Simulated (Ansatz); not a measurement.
Runs of Ansatz 0.2.0 on TiAl3. It takes space group I4/mmm (No. 139, tetragonal). Conventional cell: a = 3.822 Å, b = 3.822 Å, c = 8.561 Å, α = 90.00°, β = 90.00°, γ = 90.00°. Ti (site symmetry 4/mmm) is surrounded by 12 Al at 2.70 to 2.87 Å. Al (site symmetry -4m2) is surrounded by 8 Al at 2.70 to 2.87 Å and 4 Ti at 2.87 Å. Al (site symmetry 4/mmm) is surrounded by 4 Ti at 2.70 Å and 8 Al at 2.87 Å. The cell comes from a database or a generator and needn't be the stable form of this composition.

```csv
task,level,cell,k mesh,cutoff (eV),smearing,points for each segment of the path,mesh quality,gap on the mesh (eV),pressure (GPa),relaxed volume (Å³/atom)
single point,r2SCANh,as given,5 × 5 × 5,500,fermi-dirac 0.05 eV,-,coarse,none,-,-
relaxation of cell and atoms,PBE,relaxed,10 × 10 × 10,420,fermi-dirac 0.05 eV,-,not flagged,none,0.0,(a)
band structure,RPBE,as given,6 × 6 × 6,420,fermi-dirac 0.05 eV,14,coarse,none,4.5,-
single point,PBE0,as given,5 × 5 × 5,420,fermi-dirac 0.05 eV,-,coarse,none,-,-
relaxation of cell and atoms,BLYP+D4,relaxed,10 × 10 × 10,420,fermi-dirac 0.05 eV,-,not flagged,none,0.0,15.43
single point,PBE,as given,10 × 10 × 10,420,gaussian 0.026 eV,-,not flagged,none,2.1,-
single point,PBEsol0,as given,5 × 5 × 5,420,fermi-dirac 0.05 eV,-,coarse,none,-,-
single point,PBE,as given,10 × 10 × 10,420,gaussian 0.011 eV,-,not flagged,none,2.1,-
```

Alike in all rows: potentials or basis Ansatz PAW; no spin polarisation.

**Question.** Fill in the values left out.

**Answer.** (a) 15.94.

Caveats: some runs use coarse meshes; the PAW data sets come from PBE, with cores solved anew for the run's functional, which leaves a small shift of forces and pressure (some runs); the plane-wave basis is chosen anew once the cell has moved, so the energies of steps on either side of that aren't comparable (some runs); the potentials were made for another functional, which shifts forces and pressure (some runs); pairwise dispersion overbinds metals, which lowers pressure and volume (some runs).

A k mesh can miss the band edges.

A gap of «none» marks a metal or a gap under the smearing width.

Not every run made on this cell is shown here.
